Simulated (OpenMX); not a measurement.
## RbBr under changes of volume

One of the cells (40.248 Å³/atom); the others are scaled copies at fixed shape and fractional positions:

```
Rb Br
1.0
     0.00000    3.42700    3.42700
     3.42700    0.00000    3.42700
     3.42700    3.42700    0.00000
Rb Br
1 1
Direct
  0.00000 0.00000 0.00000
  0.50000 0.50000 0.50000
```

```yaml
Program: OpenMX 3.8.5
Functional: PBE
Potentials_or_basis: OpenMX 2013 PBE set, Rb11.0-s3p2d2f1, Br7.0-s3p2d2f1, fixed grid of 42 × 42 × 42 points
k_mesh: 7 × 7 × 7
Occupations: fermi-dirac, width 0.05 eV
Spin: no spin polarisation
```

```csv
volume (Å³/atom),energy over the lowest point (meV/atom),gap on the mesh (eV)
37.833,?,?
38.638,23.84,4.49
39.443,15.66,4.43
40.248,9.39,4.38
41.053,4.70,4.33
41.858,1.68,4.28
42.663,0.00,4.23
```

**Question.** What does the run at 37.833 Å³/atom give?

**Answer.** Energy over the lowest point 34.08 meV/atom; gap on the mesh 4.54 eV.

Worked out: A Birch-Murnaghan fit of order 3 (a polynomial in V^(-2/3)) to the other rows has its minimum at 43.29 Å³/atom, just outside them, with B0 = V·E''(V) = 13.0 GPa and B' = 3.7. It gives 34.02 meV/atom at 37.833 Å³/atom, against the run's 34.08. A straight line through the other rows of the gap, of slope -2.6 eV per unit of ln V (its deformation potential), extrapolates to 4.54 eV, against the run's 4.54.

Energies are extrapolated to zero smearing.

Caveats: the basis of atomic orbitals isn't converged, which shifts pressures, moduli and gaps; an odd mesh through Γ misses points on the zone boundary, where band edges often lie (some runs). Spin-orbit coupling on Br, Rb is left out.
